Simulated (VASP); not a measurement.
Crystal: LiF.

```
CELL_PARAMETERS angstrom
0.00000 1.99831 1.99831
1.99831 0.00000 1.99831
1.99831 1.99831 0.00000
ATOMIC_POSITIONS crystal
Li 0.00000 0.00000 0.00000
F 0.50000 0.50000 0.50000
```

The cell is a database's computed one.

Base run:

| Quantity | Value |
| --- | --- |
| Program | VASP 6.6.1 |
| Functional | PBEsol |
| Potentials or basis | VASP PAW PBE potentials, release 64 (Li_sv, F_h) |
| Cutoff | 900 eV |
| k mesh | 10 × 10 × 10 |
| Occupations | gaussian, width 0.02 eV |
| Spin | no spin polarisation |

Its results: band gap on the k mesh 9.11 eV, direct; pressure -0.5 GPa.

Problem. The run is repeated on the same cell with these changes: potentials or basis from VASP PAW PBE potentials, release 64 (Li_sv, F_h) to VASP PAW PBE potentials, release 64 (Li_sv, F); cutoff from 900 eV to 700 eV. What comes out?

Solution. Band gap on the k mesh 9.12 eV, direct; pressure 0.0 GPa.

Caveats: the PAW data sets were made with another functional, which shifts forces and pressure a little; the cutoff is under 1.25 times the usual one of these potentials, so pressure, stress and relaxed cells hold a basis-set (Pulay) error (some runs).

A k mesh can miss the band edges.
